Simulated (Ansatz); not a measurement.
Crystal: Pd.

```
Pd
1.0
     0.00000    1.94650    1.94650
     1.94650    0.00000    1.94650
     1.94650    1.94650    0.00000
Pd
1
Direct
  0.00000 0.00000 0.00000
```

* Program: Ansatz 0.2.0
* Task: relaxation of cell and atoms
* Functional: BLYP
* Dispersion: D4
* Potentials or basis: Ansatz PAW
* Cutoff: 420 eV (not typed: the program's choice for these potentials)
* k mesh: 12 × 12 × 12
* Occupations: fermi-dirac, width 0.05 eV
* Spin: no spin polarisation

At the start: volume 14.75 Å³/atom.

Q: Where does the relaxation end?

A: It ends after 5 steps and the volume is 15.38 Å³/atom (+4.3 %); space group Fm-3m (No. 225, to 0.05 Å).

Step by step:
| step | energy change (eV) | largest force (eV/Å) | volume (Å³) |
| --- | --- | --- | --- |
| 1 | 0.0000 | 0.0000 | 14.75 |
| 2 | -0.0087 | 0.0000 | 15.81 |
| 3 | -0.0145 | 0.0000 | 15.42 |
| 4 | -0.0146 | 0.0000 | 15.38 |
| 5 | -0.0148 | 0.0000 | 15.38 |

Final structure:
```
CELL_PARAMETERS angstrom
0.00000 1.97392 1.97392
1.97392 0.00000 1.97392
1.97392 1.97392 0.00000
ATOMIC_POSITIONS crystal
Pd 0.00000 0.00000 0.00000
```

Caveat: the plane-wave basis is chosen anew once the cell has moved, so the energies of steps on either side of that aren't comparable; the PAW data sets come from PBE, with cores solved anew for the run's functional, which leaves a small shift of forces and pressure.
